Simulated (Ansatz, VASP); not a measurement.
One calculation of Si, two programs

File INCAR:

```
SYSTEM = Si
  PREC = Accurate
  ENCUT = 520
  EDIFF = 1E-6
  ISMEAR = 0
  SIGMA = 0.05
  LREAL = .FALSE.
  LASPH = .TRUE.
  NELM = 80
  ALGO = Normal
  ISIF = 2
  LWAVE = .FALSE.
  LCHARG = .TRUE.
  GGA = PE
  LELF = .TRUE.
  LVHAR = .TRUE.
  NBANDS = 11
```

The input KPOINTS:

```
Automatic mesh
0
G
  10 10 10
  0 0 0
```

Contents of POSCAR:

```
Si
1.0
    0.0000000000      2.8400287638      2.8400287638
    2.8400287638      0.0000000000      2.8400287638
    2.8400287638      2.8400287638      0.0000000000
Si
2
Direct
    0.5000000000      0.5000000000      0.5000000000
    0.7500000000      0.7500000000      0.7500000000
```

Input for Ansatz:

```yaml
crystal:
  lattice:
    - [0.0, 2.8400287638, 2.8400287638]
    - [2.8400287638, 0.0, 2.8400287638]
    - [2.8400287638, 2.8400287638, 0.0]
  atoms:
    - { symbol: Si, position: [0.5, 0.5, 0.5] }
    - { symbol: Si, position: [0.75, 0.75, 0.75] }
basis:
  ecutwfc: 420
kpoints:
  mp_grid: { grid: [10, 10, 10] }
hamiltonian:
  xc: pbe
  pseudopotentials: { kind: paw, azcp: { folder: soft_1 } }
scf:
  occupations: { method: gaussian, width: 0.05 }
output:
  forces: true
  stress: true
  eigenvalues: true
```

Alike in both runs: task single point; functional PBE; k mesh 10 × 10 × 10; occupations gaussian, width 0.05 eV; no spin polarisation.

|  | VASP | Ansatz |
| --- | --- | --- |
| version | VASP 6.6.1 | Ansatz 0.2.0 |
| potentials or method | VASP PAW PBE potentials, release 64 (Si) | scalar-relativistic, plane waves, PAW |
| plane-wave cutoff (eV) | 520 | 420 |
| valence electrons in the cell | 8 | 8 |

VASP gave:

* gap on the k mesh at the Fermi level (eV): 0.79
* least direct gap on the mesh (eV): 1.89
* pressure (GPa): -7.9

Task: What did Ansatz give for the same quantities?

Result: gap on the k mesh at the Fermi level (eV): 0.79; least direct gap on the mesh (eV): 1.89; pressure (GPa): -7.8.

A k mesh can miss the band edges.
